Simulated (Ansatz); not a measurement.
input.yaml (Ansatz)

```yaml
crystal:
  lattice:
    - [2.0783995336, 1.1999645302, 1.9747385792]
    - [-2.0783995336, 1.1999645302, 1.9747385792]
    - [0.0, -2.3999290604, 1.9747385791]
  atoms:
    - { symbol: Hg, position: [0.0, 1.0, 0.0] }
hamiltonian:
  xc: pbe
  pseudopotentials:
    kind: paw
    azcp:
      Hg: "pseudopotentials/Hg.paw.azcp"
basis:
  ecutwfc: 420
  fft_grid_basis: typed
kpoints:
  mp_grid: { grid: [17, 17, 17], shift: [0, 0, 0] }
magnetization:
  spin_polarized: false
scf:
  occupations: { method: fermi_dirac, width: 0.1 }
```

and its output:

```
Engine: ansatz 0.2.0, x86_64-unknown-linux-gnu
Pseudopotentials: kind: paw
Pseudopotential: Hg, paw, valence charge 20, recommended cutoff 420 eV (normal) 
Functional definition: PBE
  parameter kappa = 0.804
  parameter beta = 0.06672455060314922
  exchange = pbe_x(kappa = kappa, mu = beta*pi^2/3)
  correlation = pbe_c(beta = beta)
Crystal: 1 atoms, lattice volume = 29.550 Å³
Basis set: ecut = 420 eV, 559 PW (Γ)
Bands: 14, of which v1, the nominal top of the filled ones, is band 10 counted from 1 (9 counted from 0)
Symmetry: 12 space group operations
Space group: R-3m (ITA 166), of the structure as read, at distance tolerance 3.1e-5 Å
k-points: 489 of 4913
Non-local potential: Hg, projectors of the file, l = 0: 3, l = 1: 2, l = 2: 2, l = 3: 1
PAW form: soft (Blöchl's): semilocal exchange-correlation on the pseudo side does not see the compensation charge
PAW one-centre angular grid: Hg, 590 points (default); XC on 64 Gauss nodes
Initial density: superposition of atomic densities (neutral atoms: chi_scale 0, normalization atom), corrected by the library's trained network
Initial wavefunctions: pseudopotential atomic-orbital guess
Functional: x = pbe(κ = 0.804, μ = 0.2195149727645171), c = pbe(β = 0.06672455060314922)
SCF iter   1: F=—  HF=-13813.446881 eV  |F-HF|=—  |Δ(HF+E_count)|=         —  Δρ=5.50e-4  dr2=5.71e-5  ethr=1.77e-3  ⟨swp⟩=5.5  Hψ=35068  notcnv=0
SCF iter   2: F=—  HF=-13813.447380 eV  |F-HF|=—  |Δ(HF+E_count)|=   4.98e-4  Δρ=2.94e-4  dr2=1.73e-5  ethr=2.86e-7  ⟨swp⟩=2.6  Hψ=16166  notcnv=0
SCF iter   3: F=—  HF=-13813.447424 eV  |F-HF|=—  |Δ(HF+E_count)|=   4.43e-5  Δρ=1.08e-4  dr2=3.30e-6  ethr=8.67e-8  ⟨swp⟩=2.0  Hψ=9583  notcnv=0
iter 4 did not close the SCF: its close was put off for the readings that it lacked (scf_convergence_deferred on its scf_iter line)
SCF iter   4: F=-13813.447426 eV  HF=-13813.447426 eV  |F-HF|=1.52e-7  |Δ(HF+E_count)|=   1.48e-6  Δρ=2.46e-5  dr2=9.89e-8  ethr=1.65e-8  ⟨swp⟩=2.0  Hψ=9834  notcnv=0
iter 5 did not close the SCF: its close was put off for the readings that it lacked (scf_convergence_deferred on its scf_iter line)
SCF iter   5: F=-13813.447426 eV  HF=-13813.447426 eV  |F-HF|=6.25e-9  |Δ(HF+E_count)|=   1.87e-7  Δρ=6.20e-6  dr2=1.63e-8  ethr=4.94e-10  ⟨swp⟩=2.3  Hψ=10078  notcnv=0
SCF iter   6: F=-13813.447426 eV  HF=-13813.447426 eV  |F-HF|=3.82e-10  |Δ(HF+E_count)|=  5.31e-10  Δρ=1.24e-6  dr2=6.37e-10  ethr=8.14e-11  ⟨swp⟩=1.0  Hψ=18482  notcnv=0
SCF 1 converged in 6 iterations: F = -13813.447426 eV  dr2 = 6.37e-10
SCF converged after 6 iterations
Free energy (F): -13813.447426 eV
Harris-Foulkes:  -13813.447426 eV  (|F-HF|=3.82e-10)
Internal energy: -13813.436519 eV  (E = F + TS)
E sigma→0 (E₀):  -13813.441972 eV
Entropy (-TS):   -0.010907 eV (-10.907 meV/atom)
Fermi energy:    10.980648 eV
--- Per-component energies (eV) ---
  E_band       = -460.010219
  E_kinetic    = 604.262170
  E_local      = -2922.736824  (includes V_loc(G=0)·N_el)
  E_nonlocal   = 72.375505
  E_hartree    = 1245.748833
  E_xc         = -220.371039
  E_vxc        = -262.125469  (∫ρ·V_xc dr)
  E_paw        = -9945.122075  (= ΣΔE_a)
  E_vpaw       = -443.282579  (= ΣTr[D̂ρ^β])
  E_aug_tail   = 0.000923  (compensation charges beyond the density's cutoff)
  E_ewald      = -2647.594013
  E_smearing   = -0.010907  (= −TS)
  E_closure    = -0.000000  (closes the sum)
  Σ components = -13813.447426   (vs F -13813.447426, Δ=0.00e0)
```
